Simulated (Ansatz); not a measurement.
# MgS (P6_3mc) in Ansatz: notebook

Aim: see how the results for MgS move with the level of theory and the settings. Levels: HSE06, PBE0. Tasks: band structure.

All numbers are computed with Ansatz 0.2.0; they aren't measurements. Logs are shortened: lines on timing, memory, paths and dates and some standing lists are left out, and cuts for length are marked.

## Step 1: The structure

Symmetry: P6_3mc, No. 186, hexagonal system. The conventional cell has a = 4.035 Å, b = 4.035 Å, c = 6.432 Å, α = 90.00°, β = 90.00°, γ = 120.00°. S (site symmetry 3m) has 4 Mg at 2.45 to 2.47 Å as nearest neighbours. Around Mg (site symmetry 3m) lie 4 S at 2.45 to 2.47 Å.

The cell comes from a database or a generator and needn't be the stable form of this composition.

## Step 2: Band structure, HSE06

input

```
crystal:
  lattice:
    - [4.0346224068, 0.0, 0.0]
    - [-2.0173112034, 3.494085499, 0.0]
    - [0.0, 0.0, 6.43229418]
  atoms:
    - { symbol: S, position: [0.6666666667, 0.3333333333, 0.87924415] }
    - { symbol: S, position: [0.3333333333, 0.6666666667, 0.37924415] }
    - { symbol: Mg, position: [0.3333333333, 0.6666666667, 0.99575485] }
    - { symbol: Mg, position: [0.6666666667, 0.3333333333, 0.49575485] }
hamiltonian:
  xc: hse06
  pseudopotentials: { kind: paw }
kpoints:
  mp_grid: { grid: [6, 6, 4] }
  band_path:
    path:
      - [[0.0, 0.0, 0.0], [0.5, 0.0, 0.0], [0.3333333333, 0.3333333333, 0.0], [0.0, 0.0, 0.0], [0.0, 0.0, 0.5], [0.5, 0.0, 0.5], [0.3333333333, 0.3333333333, 0.5], [0.0, 0.0, 0.5]]
      - [[0.5, 0.0, 0.5], [0.5, 0.0, 0.0]]
      - [[0.3333333333, 0.3333333333, 0.0], [0.3333333333, 0.3333333333, 0.5]]
    npoints: 4
scf:
  occupations: { method: fermi_dirac, width: 0.05 }
  n_extra_bands: 10
output:
  forces: true
  stress: true
  eigenvalues: true
  fatbands: false
```

Potentials or basis: Ansatz PAW.

What it wrote:

```text
Warning: output.stress: scf.convergence.dr2_threshold = 1e-7 eV (the SCF's general default) is looser than the 4e-10 eV advised for a printed stress (1e-10 eV for each atom of the cell: 4). What an SCF threshold leaves in a stress goes as its square root, and in the free energy as the threshold itself, and one threshold admits the most on a small cell: of the crystals measured, under no hybrid functional and no lock of the moments, on runs that ended without the residual-converged pass, on stresses that held no estimate of that error, the worst erred by over 100 MPa in a component at 1e-7 eV an atom and by under 5 at 1e-10. Set scf.convergence.dr2_threshold to 4e-10 eV or tighter. The threshold is an SCF's pass mark: one that does not reach it within its budget of iterations ends unconverged, or closes short of it on a stop that the run arms, and scf.convergence.dr2_threshold's page says what that costs each kind of run
Warning: output.stress: scf.exx.energy_threshold = 1e-6 eV is looser than the 4e-8 eV advised for a stress under a hybrid functional (1e-8 eV for each atom of the cell: 4). Every SCF of the exchange loop can meet its threshold on dr2 while the loop round them stops early: no threshold on dr2 bounds what that leaves in the stress. Set scf.exx.energy_threshold to 4e-8 eV or tighter. The threshold is the loop's pass mark: a loop that does not reach it within its budget of cycles ends unconverged, and scf.exx.energy_threshold's page has the law
scf.n_extra_bands = 10 over 16 filled bands (N_el = 32.0): the run solves 26 bands
GPUs: using 1 of 1 available (devices: 1).
Engine: ansatz 0.2.0, x86_64-unknown-linux-gnu
Pseudopotentials: kind: paw
Pseudopotential: S, paw, valence charge 6, recommended cutoff 420 eV (normal), S.paw.azcp
Pseudopotential: Mg, paw, valence charge 10, recommended cutoff 420 eV (normal), Mg.paw.azcp
Functional definition: HSE06
  parameter a = 0.25
  parameter omega = 0.11/bohr
  exchange = pbe_x - a*pbe_x_sr(omega) + a*exact_x_sr(omega)
  correlation = pbe_c
device memory: the entry about to start is reckoned to put 0.8 GiB on a device that reports 34.2 GiB free (of which the cap on the GPU budget leaves the run 18.0 GiB)
GPU FFT provider: cuFFT
GPU libraries: cuBLAS 13.8.2, cuFFT 12.4.0, cuSOLVER 12.3.4
Crystal: 4 atoms, lattice volume = 90.678 Å³
Basis set: ecut = 420 eV, 1785 PW (Γ), exchange–correlation on 54×54×90 points (8 copies of the dense FFT grid, shifted against one another)
Bands: 26, of which v1, the nominal top of the filled ones, is band 16 counted from 1 (15 counted from 0)
Symmetry: 12 space group operations
Space group: P63mc (ITA 186), of the structure as read, at distance tolerance 4.5e-5 Å
k-points: 21 of 144 (time reversal used)
Non-local potential: S, projectors of the file, l = 0: 2, l = 1: 2, l = 2: 2
Non-local potential: Mg, projectors of the file, l = 0: 3, l = 1: 2, l = 2: 1
PAW form: soft (Blöchl's): semilocal exchange-correlation on the pseudo side does not see the compensation charge
PAW frozen core: S, regenerated for the run's functional, and the local potential with it (the file was generated under x = pbe(κ = 0.804, μ = 0.2195149727645171), c = pbe(β = 0.06672455060314922))
PAW frozen core: Mg, regenerated for the run's functional, and the local potential with it (the file was generated under x = pbe(κ = 0.804, μ = 0.2195149727645171), c = pbe(β = 0.06672455060314922))
[... 42 lines left out ...]
SCF iter   2: F=—  HF=-5659.488844 eV  |F-HF|=—  |Δ(HF+E_count)|=   1.19e-6  Δρ=1.02e-5  dr2=6.79e-8  ethr=1.97e-9  ⟨swp⟩=4.0  Hψ=1295  notcnv=0
SCF iter   3: F=—  HF=-5659.488844 eV  |F-HF|=—  |Δ(HF+E_count)|=   1.65e-7  Δρ=4.86e-6  dr2=1.00e-8  ethr=1.27e-10  ⟨swp⟩=4.6  Hψ=1304  notcnv=0  defer=1
SCF iter   4: F=-5659.488844 eV  HF=-5659.488844 eV  |F-HF|=1.10e-9  |Δ(HF+E_count)|=   2.38e-9  Δρ=2.22e-6  dr2=1.44e-9  ethr=2.45e-11  ⟨swp⟩=3.0  Hψ=1110  notcnv=0
SCF 3 converged in 4 iterations: F = -5659.488844 eV  dr2 = 1.44e-9
  Residual-converged pass: ⟨swp⟩=3.1  Hψ=1221  notcnv=0  max |occ|·‖R‖ = 6.2e-7 eV (tolerance 6.3e-7 eV)  dr2=1.44e-9  dr2_onsite=2.78e-10  max |Δocc| = 0.0e0
hybrid outer 2: dexx = +1.481e-7 eV, tail = 1.75e-8 eV, Δε = 1.37e-3 eV (about 4.83e-5 eV left of the loop's levels), ΔF = 1.30e-4 eV/Å (tail 1.31e-4)
device memory: the entry about to start is reckoned to put 0.6 GiB on a device that reports 34.1 GiB free (of which the cap on the GPU budget leaves the run 18.0 GiB)
NSCF: frozen V_eff on 39 k-points, pencils in batches of 32, up to order 116
hybrid SCF converged: 2 outer / 10 inner (+2 warm-up), last move |dexx| = 1.48e-7 eV, tail = 1.75e-8 eV
Stability not checked: this state was not tested for a lower state beside it, because the functional holds exact exchange (a hybrid, or Hartree-Fock), whose exchange loop this test does not read (fock_operator; see scf.lower_state_search)
Free energy (F): -5659.488843 eV
Frozen-core exchange: fock
Harris-Foulkes:  -5659.488843 eV  (|F-HF|=1.10e-9)
Internal energy: -5659.488843 eV  (E = F + TS)
E sigma→0 (E₀):  -5659.488843 eV
Fermi energy:    4.810150 eV
--- Per-component energies (eV) ---
  E_band       = -823.612713
  E_kinetic    = 368.146640
  E_local      = -3773.047448  (includes V_loc(G=0)·N_el)
  E_nonlocal   = 245.626854
  E_hartree    = 1369.158235
  E_xc         = -205.103565
  E_vxc        = -203.196912  (∫ρ·V_xc dr)
  E_exx        = -125.886666  (= α·E_x^exact, valence–valence)
  E_paw        = -1709.888097  (= ΣΔE_a)
  E_vpaw       = 52.313350  (= ΣTr[D̂ρ^β])
  E_aug_tail   = -0.000004  (compensation charges beyond the density's cutoff)
  E_ewald      = -1828.238337
  E_core_change = -0.256459  (= ΣΔE_core)
  E_smearing   = -0.000000  (= −TS)
  E_closure    = 0.000003  (closes the sum)
  Σ components = -5659.488843   (vs F -5659.488843, Δ=9.09e-13)
--- Forces (eV/Å), atoms counted from 1 ---
  atom   1  S      0.00000000    -0.00000000    -0.05160265
  atom   2  S     -0.00000000     0.00000000    -0.05160265
  atom   3  Mg    -0.00000000     0.00000000     0.05158612
  atom   4  Mg     0.00000000    -0.00000000     0.05158612
  max |Σ_I F_I| component: 3.31e-5 eV/Å
--- Stress (GPa, compression-positive) ---
        0.104502       0.000000       0.000000
        0.000000       0.104502       0.000000
        0.000000       0.000000      -0.129135
  P = ⅓ Tr σ = 0.0266 GPa (0.266 kbar)
--- Band table (eV; the first three rows and the last of 21) ---
  k-point 0: bands = ["-76.1917", "-76.1915", "-41.0924", "-41.0890", "-41.0860", "-41.0860", "-41.0853", "-41.0853", "-10.0276", "-9.2193", "-0.9427", "1.9140", "1.9140", "2.3747", "2.3747", "2.5475", "7.0470", "8.3382", "11.2279", "11.2279", "12.0086", "12.3089", "12.3089", "12.9712", "13.0842", "13.0842"]
  k-point 1: bands = ["-76.1917", "-76.1915", "-41.0919", "-41.0895", "-41.0859", "-41.0859", "-41.0854", "-41.0854", "-9.9242", "-9.3558", "-0.5418", "1.8169", "1.9776", "1.9776", "2.3032", "2.3032", "7.7414", "8.4902", "11.1819", "11.1819", "11.5850", "11.9086", "11.9086", "12.2984", "13.7540", "13.7540"]
  k-point 2: bands = ["-76.1916", "-76.1916", "-41.0907", "-41.0907", "-41.0856", "-41.0856", "-41.0856", "-41.0856", "-9.6562", "-9.6562", "0.5092", "0.5092", "2.1365", "2.1365", "2.1365", "2.1365", "8.5741", "8.5741", "11.3732", "11.3732", "11.3732", "11.3732", "11.3798", "11.3798", "15.2655", "15.2655"]
  k-point 20: bands = ["-76.1915", "-76.1915", "-41.0908", "-41.0908", "-41.0873", "-41.0873", "-41.0871", "-41.0871", "-9.0842", "-9.0842", "-0.4807", "-0.4807", "0.3977", "0.3977", "1.9740", "1.9740", "9.4556", "9.4556", "10.0245", "10.0245", "12.2775", "12.2775", "13.0652", "13.0652", "14.6503", "14.6503"]
```

bands.tsv:

```text
# k_distance	band_0	band_1	band_2	band_3	band_4	band_5	band_6	band_7	band_8	band_9	band_10	band_11	band_12	band_13	band_14	band_15	band_16	band_17	band_18	band_19	band_20	band_21	band_22	band_23	band_24	band_25
[... 58 lines left out ...]
6.255994	-81.001669	-81.001669	-45.900932	-45.900932	-45.897453	-45.897447	-45.897447	-45.897062	-13.895438	-13.895438	-5.232818	-5.232818	-4.625396	-4.177905	-2.943659	-2.943659	4.653996	4.819822	4.819822	5.619950	7.429326	7.429326	8.157568	8.702414	9.892143	9.892143
6.378096	-81.001670	-81.001670	-45.900967	-45.900967	-45.897410	-45.897410	-45.897258	-45.897258	-13.894358	-13.894358	-5.290875	-5.290875	-4.412415	-4.412415	-2.836127	-2.836127	4.645489	4.645489	5.214394	5.214394	7.467330	7.467330	8.255064	8.255064	9.840138	9.840138
```

Wall time 48 s (1 × NVIDIA H100 80GB HBM3 with 2 threads of AMD EPYC 7R13 (Zen 3), shared host); peak memory 2.6 GiB.

Results:

```
Free energy             : -5659.4888 eV
Pressure                : 0.0 GPa
Largest force           : 0.052 eV/Å
Band gap on the k mesh  : 4.50 eV, direct
Band gap along the path : 4.50 eV, direct
```

Forces in eV/Å, atoms in the order of the input:
```
S    0.000  0.000 -0.052
S    0.000  0.000 -0.052
Mg   0.000  0.000  0.052
Mg   0.000  0.000  0.052
```

Levels at the corners of the path, in eV from the valence-band top:
| point | band 13 | band 14 | band 15 | band 16 | band 17 | band 18 | band 19 | band 20 |
| --- | --- | --- | --- | --- | --- | --- | --- | --- |
| Γ | -0.63 | -0.17 | -0.17 | 0.00 | 4.50 | 5.79 | 8.68 | 8.68 |
| M | -2.04 | -1.36 | -0.99 | -0.52 | 5.77 | 6.25 | 6.94 | 8.67 |
| K | -2.46 | -1.47 | -1.45 | -1.45 | 5.86 | 8.14 | 8.55 | 8.55 |
| Γ | -0.63 | -0.17 | -0.17 | 0.00 | 4.50 | 5.79 | 8.68 | 8.68 |
| A | -0.41 | -0.41 | -0.41 | -0.41 | 6.03 | 6.03 | 8.83 | 8.83 |
| L | -0.98 | -0.98 | -0.87 | -0.87 | 5.68 | 5.68 | 7.44 | 7.44 |
| H | -2.15 | -2.15 | -0.57 | -0.57 | 6.91 | 6.91 | 7.48 | 7.48 |
| A | -0.41 | -0.41 | -0.41 | -0.41 | 6.03 | 6.03 | 8.83 | 8.83 |
| L | -0.98 | -0.98 | -0.87 | -0.87 | 5.68 | 5.68 | 7.44 | 7.44 |
| M | -2.04 | -1.36 | -0.99 | -0.52 | 5.77 | 6.25 | 6.94 | 8.67 |
| K | -2.46 | -1.47 | -1.45 | -1.45 | 5.86 | 8.14 | 8.55 | 8.55 |
| H | -2.15 | -2.15 | -0.57 | -0.57 | 6.91 | 6.91 | 7.48 | 7.48 |

Caveat: the PAW data sets come from PBE, with cores solved anew for the run's functional, which leaves a small shift of forces and pressure; the thresholds are loose for stress.

(Continued in part 2 of 2.)
